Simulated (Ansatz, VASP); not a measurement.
One calculation of MgO, two programs

The input INCAR:

```
SYSTEM = MgO
PREC     = Accurate       ! precision mode
ENCUT    = 520            ! plane-wave cutoff, eV
EDIFF    = 1E-7           ! SCF threshold, eV
ISMEAR   = 0              ! smearing method
SIGMA    = 0.05           ! smearing width, eV
LREAL    = .False.        ! projectors in reciprocal space
LASPH    = .True.         ! aspherical terms in the spheres
NELM     = 60             ! most SCF steps
ALGO     = Normal         ! electronic algorithm
ISIF     = 2              ! what is computed and relaxed
LWAVE    = .False.        ! write WAVECAR
LCHARG   = .False.        ! write CHGCAR
GGA      = PS             ! functional
NBANDS   = 11             ! bands
```

KPOINTS

```
regular mesh
0
Gamma
  14 14 14
  0 0 0
```

Contents of POSCAR:

```
MgO
1.0
    2.5609840580      0.0000000000      0.0000000000
    0.0000000000      2.5609840580      0.0000000000
    0.0000000000      0.0000000000      2.5609840580
Mg O
1 1
Direct
    0.0000000000      0.0000000000      0.0000000000
    0.5000000000      0.5000000000      0.5000000000
```

Input for Ansatz:

```yaml
crystal:
  lattice:
    - [2.560984058, 0.0, 0.0]
    - [0.0, 2.560984058, 0.0]
    - [0.0, 0.0, 2.560984058]
  atoms:
    - { symbol: Mg, position: [0.0, 0.0, 0.0] }
    - { symbol: O, position: [0.5, 0.5, 0.5] }
basis:
  ecutwfc: 420
  ecutrho_ratio: 4
kpoints:
  mp_grid: { grid: [14, 14, 14] }
hamiltonian:
  xc: pbesol
scf:
  occupations: { method: gaussian, width: 0.05 }
output:
  forces: true
  stress: true
  eigenvalues: true
```

Alike in both runs: task single point; functional PBEsol; k mesh 14 × 14 × 14; occupations gaussian, width 0.05 eV; no spin polarisation.

```csv
,VASP,Ansatz
version,VASP 6.6.1,Ansatz 0.2.0
potentials or method,"VASP PAW PBE potentials, release 64 (Mg, O)","scalar-relativistic, plane waves, PAW"
plane-wave cutoff (eV),520,420
valence electrons in the cell,8,16
```

Ansatz gave:

```
gap on the k mesh at the Fermi level (eV) : 3.27
least direct gap on the mesh (eV)         : 4.38
pressure (GPa)                            : 14.6
```

Task: Estimate VASP's values.

Result: gap on the k mesh at the Fermi level (eV): 3.27; least direct gap on the mesh (eV): 4.39; pressure (GPa): 14.1.

With one functional, cell and mesh, what is left measures potentials, basis and numerics. The two sets of potentials don't hold the same shells in valence.

Caveats: the PAW data sets were made with another functional, which shifts forces and pressure a little (VASP). A k mesh can miss the band edges. As with any semilocal functional, this PBEsol gap is likely too small.
